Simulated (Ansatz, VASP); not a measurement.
# CdS (Hawleyite) in VASP and in Ansatz

```xyz
2
Lattice="0.0000 2.9165 2.9165 2.9165 0.0000 2.9165 2.9165 2.9165 0.0000" Properties=species:S:1:pos:R:3 pbc="T T T"
Cd    0.0000    0.0000    0.0000
S     1.4583    1.4583    1.4583
```

Alike in both runs: task single point; functional PBEsol; k mesh 6 × 6 × 6; non-collinear spin, spin-orbit coupling.

|  | VASP | Ansatz |
| --- | --- | --- |
| version | VASP 6.6.1 | Ansatz 0.2.0 |
| potentials or method | VASP PAW PBE potentials, release 64 (Cd, S) | plane waves, PAW |
| plane-wave cutoff (eV) | 520 | 517 |
| occupations | gaussian, width 0.01 eV | fixed |
| valence electrons in the cell | 18 | 26 |

|  | VASP | Ansatz | Ansatz less VASP |
| --- | --- | --- | --- |
| gap on the k mesh at the Fermi level (eV) | 0.99 | 0.99 | -0.005 |
| net moment per atom (μB) | 0.00 | 0.00 | 0.000 |

The two sets of potentials don't hold the same shells in valence.
